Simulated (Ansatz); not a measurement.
# Which way does SnS + CaSe ⇌ SnSe + CaS run?

Plane-wave DFT in Ansatz with scalar-relativistic PAW potentials, cutoff 420 eV, Γ-centred meshes chosen by cell and gap, Gaussian smearing with energies taken to zero width. Every cell was relaxed (cell and atoms) in a run of its own, within the symmetry of its start. Functional: PBE.

Total energies hold large constants for each element; a whole number of eV per atom of each element is taken off below, which cancels in a balanced reaction.

| compound | lowest structure computed | structures tried | V (Å³/atom) | gap on mesh (eV) | E (eV per formula unit, common shift removed) |
| --- | --- | --- | --- | --- | --- |
| SnS | Pnma | 12 | 25.65 | 1.05 | -1.1869 |
| CaSe | Fm-3m | 4 | 26.44 | 2.08 | -4.0030 |
| SnSe | Pnma | 6 | 28.29 | 0.67 | -1.1685 |
| CaS | Fm-3m | 4 | 23.29 | 2.38 | -4.2621 |

Work out the reaction energy at 0 K.

ΔE = E(SnSe) + E(CaS) − E(SnS) − E(CaSe) = -0.241 eV, or -23 kJ per mole of reaction (-60 meV/atom). The right side is lower: Sn takes Se and Ca takes S. All four are computed as solids; where they are solids at ordinary conditions entropy changes little. A lower structure that wasn't tried would shift the value, and mixed crystals may lie lower than either side.